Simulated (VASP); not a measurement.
# CaO (Lime) (Fm-3m) in VASP: a series of runs

The runs below take CaO (Lime) through relaxation of the atoms, with PBEsol.

Everything below comes from runs of VASP 6.6.1. Logs are shortened: lines on timing, memory, paths and dates and some standing lists are left out, and cuts for length are marked.

## (1) The undisturbed crystal

It takes space group Fm-3m (No. 225, cubic). The conventional cell has a = 4.813 Å, b = 4.813 Å, c = 4.813 Å, α = 90.00°, β = 90.00°, γ = 90.00°. Ca (site symmetry m-3m) has 6 O at 2.41 Å as nearest neighbours. O (site symmetry m-3m) has 6 Ca at 2.41 Å as nearest neighbours.

## (2) Relaxation of the atoms, PBEsol (a relaxed cell with its volume scaled by 0.94)

The input, INCAR:

```
ALGO     = Fast           # electronic algorithm
EDIFF    = 1E-7           # SCF threshold, eV
EDIFFG   = -0.01          # ionic threshold
ENCUT    = 600            # plane-wave cutoff, eV
GGA      = PS             # functional
IBRION   = 2              # ionic algorithm
ISIF     = 2              # what is computed and relaxed
ISMEAR   = 0              # smearing method
LASPH    = T              # aspherical terms in the spheres
LCHARG   = F              # write CHGCAR
LREAL    = F              # projectors in reciprocal space
LWAVE    = F              # write WAVECAR
NELM     = 80             # most SCF steps
NSW      = 40             # ionic steps
PREC     = Accurate       # precision mode
SIGMA    = 0.03           # smearing width, eV
```

The input, KPOINTS:

```
k-points
0
Gamma
  10 10 10
```

The input, POSCAR:

```
CaO                                     
1.0
    0.0000000000      2.3385964349      2.3385964349
    2.3385964349      0.0000000000      2.3385964349
    2.3385964349      2.3385964349      0.0000000000
  Ca              O             
     1     1
Direct
     0.0000000000000000    0.0000000000000000    0.0000000000000000
     0.5000000000000000    0.5000000000000000    0.5000000000000000
```

Potentials or basis: VASP PAW PBE potentials, release 64 (Ca_sv, O).

The run is started by

```sh
$ cat potpaw_PBE.64/Ca_sv/POTCAR potpaw_PBE.64/O/POTCAR > POTCAR
$ mpirun -np 1 vasp_std > vasp.out
```

OUTCAR:

```text
EDIFF = 1E-7
   EDIFFG = -0.01
   ENCUT = 600
   GGA = PS
   IBRION = 2
   ISIF = 2
   ISMEAR = 0
   LASPH = T
   LREAL = F
   NELM = 80
   NSW = 40
   PREC = Accurate

 ion  position               nearest neighbor table
   1  0.000  0.000  0.000-   2 2.34   2 2.34   2 2.34   2 2.34   2 2.34   2 2.34
   2  0.500  0.500  0.500-   1 2.34   1 2.34   1 2.34   1 2.34   1 2.34   1 2.34

  LATTYP: Found a face centered cubic cell.
 ALAT       =     4.6771928698

  Lattice vectors:

 A1 = (   0.0000000000,   2.3385964349,   2.3385964349)
 A2 = (   2.3385964349,   0.0000000000,   2.3385964349)
 A3 = (   2.3385964349,   2.3385964349,   0.0000000000)

Analysis of symmetry for initial positions (statically):
=====================================================================
 Subroutine PRICEL returns:
 Original cell was already a primitive cell.

 Routine SETGRP: Setting up the symmetry group for a
 face centered cubic supercell.

 Subroutine GETGRP returns: Found 48 space group operations
 (whereof 48 operations were pure point group operations)
 out of a pool of 48 trial point group operations.

The static configuration has the point symmetry O_h .

Analysis of symmetry for dynamics (positions and initial velocities):
=====================================================================
 Subroutine PRICEL returns:
 Original cell was already a primitive cell.

 Routine SETGRP: Setting up the symmetry group for a
 face centered cubic supercell.

 Subroutine GETGRP returns: Found 48 space group operations
 (whereof 48 operations were pure point group operations)
 out of a pool of 48 trial point group operations.

The dynamic configuration has the point symmetry O_h .

 Subroutine INISYM returns: Found 48 space group operations
 (whereof 48 operations are pure point group operations),
 and found     1 'primitive' translations

----------------------------------------------------------------------------------------

                                     Primitive cell

  volume of cell :      25.5797

  direct lattice vectors                    reciprocal lattice vectors
     0.000000000  2.338596435  2.338596435    -0.213803456  0.213803456  0.213803456
     2.338596435  0.000000000  2.338596435     0.213803456 -0.213803456  0.213803456
     2.338596435  2.338596435  0.000000000     0.213803456  0.213803456 -0.213803456

  length of vectors
     3.307274795  3.307274795  3.307274795     0.370318449  0.370318449  0.370318449

  position of ions in fractional coordinates (direct lattice)
     0.000000000  0.000000000  0.000000000
     0.500000000  0.500000000  0.500000000

  ion indices of the primitive-cell ions
   primitive index   ion index
                 1           1
                 2           2

----------------------------------------------------------------------------------------

 KPOINTS: k-points

Automatic generation of k-mesh.
 Grid dimensions read from file:
 generate k-points for:   10   10   10

 Generating k-lattice:

  Cartesian coordinates                     Fractional coordinates (reciprocal lattice)
    -0.021380346  0.021380346  0.021380346     0.100000000  0.000000000  0.000000000
     0.021380346 -0.021380346  0.021380346     0.000000000  0.100000000  0.000000000
     0.021380346  0.021380346 -0.021380346     0.000000000  0.000000000  0.100000000

  Length of vectors
     0.037031845  0.037031845  0.037031845

  Shift w.r.t. Gamma in fractional coordinates (k-lattice)
     0.000000000  0.000000000  0.000000000

 Subroutine IBZKPT returns following result:
 ===========================================

 Found     47 irreducible k-points:

 Following reciprocal coordinates:
            Coordinates               Weight
  0.000000  0.000000  0.000000      1.000000
  0.100000  0.000000  0.000000      8.000000
  0.200000  0.000000  0.000000      8.000000
  0.300000  0.000000  0.000000      8.000000
  0.400000  0.000000  0.000000      8.000000
  0.500000  0.000000  0.000000      4.000000
[... 16 lines left out ...]
  0.300000  0.300000  0.000000      6.000000
  0.400000  0.300000  0.000000     24.000000
 [... further k-points ...]
   k-points           NKPTS =     47   k-points in BZ     NKDIM =     47   number of bands    NBANDS=     12
   number of dos      NEDOS =    301   number of ions     NIONS =      2
   total plane-waves  NPLWV =  21952
   dimension x,y,z NGX =    28 NGY =   28 NGZ =   28
   dimension x,y,z NGXF=    56 NGYF=   56 NGZF=   56
   ions per type =               1   1
   NGX,Y,Z   is equivalent  to a cutoff of  14.07, 14.07, 14.07 a.u.
   NGXF,Y,Z  is equivalent  to a cutoff of  28.15, 28.15, 28.15 a.u.
 SYSTEM =  unknown system
   PREC   = accura    normal or accurate (medium, high low for compatibility)
   ISTART =      0    job   : 0-new  1-cont  2-samecut
   ICHARG =      2    charge: 1-file 2-atom 10-const
   ISPIN  =      1    spin polarized calculation?
   LNONCOLLINEAR =      F non collinear calculations
   LSORBIT =      F    spin-orbit coupling
   LASPH  =      T    aspherical Exc in radial PAW
   ENCUT  =  600.0 eV  44.10 Ry    6.64 a.u.   6.61  6.61  6.61*2*pi/ulx,y,z
   NELM   =     80;   NELMIN=  2; NELMDL= -5     # of ELM steps
   EDIFF  = 0.1E-06   stopping-criterion for ELM
   LREAL  =      F    real-space projection
   EDIFFG = -.1E-01   stopping-criterion for IOM
   NSW    =     40    number of steps for IOM
   IBRION =      2    ionic relax: 0-MD 1-quasi-New 2-CG
   NFREE  =      1    steps in history (QN), initial steepest desc. (CG)
   ISIF   =      2    stress and relaxation
   ISYM   =      2    0-nonsym 1-usesym 2-fastsym
   POTIM  = 0.5000    time-step for ionic-motion
   TEBEG  =    0.0;   TEEND  =   0.0 temperature during run
   PSTRESS=    0.0 pullay stress
   NELECT =      16.0000    total number of electrons
   NUPDOWN=      -1.0000    fix difference up-down
   EMIN   =  10.00;   EMAX   =-10.00  energy-range for DOS
   EFERMI =   0.00;   METHOD = LEGACY
   ISMEAR =     0;   SIGMA  =   0.03  broadening in eV -4-tet -1-fermi 0-gaus
   EFERMI_NEDOS =   21; number of points for ismear=-14 and -15
   IALGO  =     68    algorithm
   IMIX   =      4    mixing-type and parameters
     AMIX     =   0.40;   BMIX     =  1.00
     AMIX_MAG =   1.60;   BMIX_MAG =  1.00
  volume/ion in A,a.u.               =      12.79        86.31
  Fermi-wavevector in a.u.,A,eV,Ry     =   1.400069  2.645747 26.670060  1.960194
  Thomas-Fermi vector in A             =   2.523066
   LORBIT       =      0    0 simple, 1 ext, 2 COOP (PROOUT), +10 PAW based schemes
   GGA     = PS    functional components
   LHFCALC =     F    Hartree Fock is set to
   AEXX    =    0.0000 exact exchange contribution
   IVDW    =     0    specifies the selected vdW correction
   LEPSILON=     F    determine dielectric tensor
   LRPA    =     F    only Hartree local field effects (RPA)
 conjugate gradient relaxation of ions
 non-spin polarized calculation
 RMM-DIIS sequential band-by-band and
 Gauss-broadening in eV      SIGMA  =   0.03
  energy-cutoff  :      600.00
  volume of cell :       25.58
 maximum number of plane-waves:       881
   NGX = 13   NGY = 13   NGZ = 13

 number of electron      16.0000001 magnetization

 Free energy of the ion-electron system (eV)
  ---------------------------------------------------
  ext. energy  EPLUGINS =         0.00000000
  ---------------------------------------------------
  free energy    TOTEN  =       -13.37130910 eV

  energy without entropy =      -13.37130910  energy(sigma->0) =      -13.37130910

 E-fermi :   2.8739     XC(G=0): -11.1491

 val. band max:        2.6788075220   @ k =   0.0000   0.0000   0.0000
 cond. band min:       6.1600865288   @ k =   0.5000   0.5000   0.0000
 fundamental gap:      3.4812790068
 Fermi energy:         2.8738886415

 k-point     1 :       0.0000    0.0000    0.0000
  band No.  band energies     occupation
      1     -34.3918      2.00000
      2     -15.1610      2.00000
      3     -15.1610      2.00000
      4     -15.1610      2.00000
      5     -12.9266      2.00000
      6       2.6788      2.00000
      7       2.6788      2.00000
      8       2.6788      2.00000
      9       7.9384      0.00000
     10       9.0535      0.00000
     11       9.0535      0.00000
     12       9.0535      0.00000

 k-point     2 :       0.1000    0.0000    0.0000
  band No.  band energies     occupation
      1     -34.3773      2.00000
      2     -15.3916      2.00000
      3     -15.1676      2.00000
      4     -15.1676      2.00000
      5     -12.6928      2.00000
      6       2.2904      2.00000
      7       2.5141      2.00000
      8       2.5141      2.00000
      9       8.4103      0.00000
     10       9.0184      0.00000
     11       9.2466      0.00000
     12       9.2466      0.00000

 k-point     3 :       0.2000    0.0000    0.0000
  band No.  band energies     occupation
      1     -34.3392      2.00000
      2     -15.8632      2.00000
      3     -15.1846      2.00000
      4     -15.1846      2.00000
      5     -12.2116      2.00000
      6       1.4505      2.00000
      7       2.1232      2.00000
      8       2.1232      2.00000
      9       8.9989      0.00000
     10       9.5462      0.00000
     11       9.7813      0.00000
     12       9.7813      0.00000
[... 286 lines left out ...]
 k-point    23 :       0.3000    0.3000    0.0000
  band No.  band energies     occupation
      1     -34.2608      2.00000
      2     -16.0109      2.00000
      3     -15.3638      2.00000
      4     -15.3638      2.00000
      5     -12.2182      2.00000
      6       0.8057      2.00000
      7       2.3330      2.00000
      8       2.3330      2.00000
      9       6.9324      0.00000
     10      10.3088      0.00000
     11      11.5676      0.00000
     12      11.7309      0.00000

 k-point    24 :       0.4000    0.3000    0.0000
  band No.  band energies     occupation
      1     -34.2310      2.00000
      2     -16.0848      2.00000
      3     -15.4335      2.00000
      4     -15.3943      2.00000
      5     -12.2460      2.00000
      6       0.9133      2.00000
      7       2.0994      2.00000
      8       2.2088      2.00000
      9       6.9063      0.00000
     10      10.9066      0.00000
     11      11.9508      0.00000
     12      12.1143      0.00000

 [... further k-points ...]

------------------------ aborting loop because EDIFF is reached ----------------------------------------

  FORCE on cell =-STRESS in cart. coord.  units (eV):
  Direction    XX          YY          ZZ          XY          YZ          ZX
  --------------------------------------------------------------------------------------
  -------------------------------------------------------------------------------------
  Total        1.3129930      1.3129930      1.3129930      0.0000000      0.0000000      0.0000000
  in kB       82.2388754     82.2388754     82.2388754      0.0000000      0.0000000      0.0000000
  external PRESSURE =      82.2388754 kB  Pullay stress =       0.0000000 kB

 VOLUME and BASIS-vectors are now :
 -----------------------------------------------------------------------------
  energy-cutoff  :      600.00
  volume of cell :       25.58
      direct lattice vectors                 reciprocal lattice vectors
     0.000000000  2.338596435  2.338596435    -0.213803456  0.213803456  0.213803456
     2.338596435  0.000000000  2.338596435     0.213803456 -0.213803456  0.213803456
     2.338596435  2.338596435  0.000000000     0.213803456  0.213803456 -0.213803456

 POSITION                                       TOTAL-FORCE (eV/Angst)
 -----------------------------------------------------------------------------------
      0.00000      0.00000      0.00000         0.000000     -0.000000      0.000000
      2.33860      2.33860      2.33860        -0.000000      0.000000     -0.000000
 -----------------------------------------------------------------------------------
    total drift:                                0.000000      0.000000      0.000000

  FREE ENERGIE OF THE ION-ELECTRON SYSTEM (eV)
  ---------------------------------------------------
  free  energy   TOTEN  =       -13.3713090969 eV

  energy  without entropy=      -13.3713090969  energy(sigma->0) =      -13.37130910

 reached required accuracy - stopping structural energy minimisation
```

Run time: 16 s. Hardware: 1 thread of Intel Xeon 6975P-C (Granite Rapids), shared host; peak memory 0.16 GiB.

What came out:

- Free energy: -13.3713 eV
- Pressure after relaxing: 8.2 GPa
- Band gap on the k mesh: 3.48 eV, indirect (least direct gap 3.83 eV)

Final structure:
```yaml
crystal:
  lattice:
    - [0.00000, 2.33860, 2.33860]
    - [2.33860, 0.00000, 2.33860]
    - [2.33860, 2.33860, 0.00000]
  atoms:
    - { symbol: Ca, position: [0.00000, 0.00000, 0.00000] }
    - { symbol: O, position: [0.50000, 0.50000, 0.50000] }
```

Caveat: the relaxation stopped at its first step, so nothing moved; the PAW data sets were made with another functional, which shifts forces and pressure a little. A k mesh can miss the band edges.

## (3) Relaxation of the atoms, PBEsol (a relaxed cell with its volume scaled by 0.96)

INCAR is that of step 2.

KPOINTS is that of step 2.

The input, POSCAR:

```
CaO                                     
1.0
    0.0000000000      2.3550659665      2.3550659665
    2.3550659665      0.0000000000      2.3550659665
    2.3550659665      2.3550659665      0.0000000000
  Ca              O             
     1     1
Direct
     0.0000000000000000    0.0000000000000000    0.0000000000000000
     0.5000000000000000    0.5000000000000000    0.5000000000000000
```

Potentials or basis: VASP PAW PBE potentials, release 64 (Ca_sv, O).

The run is started by

```sh
$ cat potpaw_PBE.64/Ca_sv/POTCAR potpaw_PBE.64/O/POTCAR > POTCAR
$ mpirun -np 1 vasp_std > vasp.out
```

It took 17 s on 1 thread of Intel Xeon 6975P-C (Granite Rapids), shared host; peak memory 0.16 GiB.

It converged, with:

- Free energy: -13.3949 eV
- Pressure after relaxing: 5.2 GPa
- Band gap on the k mesh: 3.50 eV, indirect (least direct gap 3.86 eV)

Final structure:
```yaml
crystal:
  lattice:
    - [0.00000, 2.35507, 2.35507]
    - [2.35507, 0.00000, 2.35507]
    - [2.35507, 2.35507, 0.00000]
  atoms:
    - { symbol: Ca, position: [0.00000, 0.00000, 0.00000] }
    - { symbol: O, position: [0.50000, 0.50000, 0.50000] }
```

Levels at points of the mesh, in eV from the valence-band top:
```tsv
k point	band 5	band 6	band 7	band 8	band 9	band 10	band 11	band 12
(0.00, 0.00, 0.00)	-15.56	0.00	0.00	0.00	5.08	6.33	6.33	6.33
(0.50, 0.00, 0.00)	-14.04	-2.84	-1.35	-1.35	7.32	8.71	8.71	8.80
(0.50, 0.50, 0.00)	-15.32	-1.28	-0.36	-0.36	3.50	8.50	9.27	10.03
```

Caveat: the relaxation stopped at its first step, so nothing moved; the PAW data sets were made with another functional, which shifts forces and pressure a little.

## (4) Relaxation of the atoms, PBEsol (a relaxed cell with its volume scaled by 0.98)

INCAR is that of step 3.

KPOINTS is that of step 3.

The input, POSCAR:

```
CaO                                     
1.0
    0.0000000000      2.3713083140      2.3713083140
    2.3713083140      0.0000000000      2.3713083140
    2.3713083140      2.3713083140      0.0000000000
  Ca              O             
     1     1
Direct
     0.0000000000000000    0.0000000000000000    0.0000000000000000
     0.5000000000000000    0.5000000000000000    0.5000000000000000
```

The run is started by

```sh
$ cat potpaw_PBE.64/Ca_sv/POTCAR potpaw_PBE.64/O/POTCAR > POTCAR
$ mpirun -np 1 vasp_std > vasp.out
```

It took 17 s on 1 thread of Intel Xeon 6975P-C (Granite Rapids), shared host; peak memory 0.16 GiB.

The run converged. Its results:

```yaml
Free_energy: -13.4087 eV
Pressure_after_relaxing: 2.5 GPa
Band_gap_on_the_k_mesh: 3.51 eV, indirect (least direct gap 3.88 eV)
```

Final structure:
```xyz
2
Lattice="0.0000 2.3713 2.3713 2.3713 0.0000 2.3713 2.3713 2.3713 0.0000" Properties=species:S:1:pos:R:3 pbc="T T T"
Ca    0.0000    0.0000    0.0000
O     2.3713    2.3713    2.3713
```

Levels at points of the mesh, in eV from the valence-band top:
```
           k point  band 5  band 6  band 7  band 8  band 9  band 10  band 11  band 12
(0.00, 0.00, 0.00)  -15.52    0.00    0.00    0.00    4.90     6.29     6.29     6.29
(0.50, 0.00, 0.00)  -14.10   -2.79   -1.30   -1.30    7.22     8.59     8.59     8.64
(0.50, 0.50, 0.00)  -15.28   -1.30   -0.37   -0.37    3.51     8.35     9.15     9.88
```

Caveat: the relaxation stopped at its first step, so nothing moved; the PAW data sets were made with another functional, which shifts forces and pressure a little. A k mesh can miss the band edges.

## (5) Overview

| cell | gap on the mesh (eV) | pressure (GPa) |
| --- | --- | --- |
| atoms relaxed from: a relaxed cell with its volume scaled by 0.94 | 3.48 | 8.2 |
| atoms relaxed from: a relaxed cell with its volume scaled by 0.96 | 3.50 | 5.2 |
| atoms relaxed from: a relaxed cell with its volume scaled by 0.98 | 3.51 | 2.5 |

Alike in all rows: task relaxation of the atoms; level PBEsol; potentials or basis VASP PAW PBE potentials, release 64 (Ca_sv, O); no spin polarisation; k mesh 10 × 10 × 10; cutoff (eV) 600; smearing gaussian 0.03 eV.

Caveats: the relaxation stopped at its first step, so nothing moved; the PAW data sets were made with another functional, which shifts forces and pressure a little.

Total energies depend on the potentials used, so only differences within one code and one set of settings carry meaning.
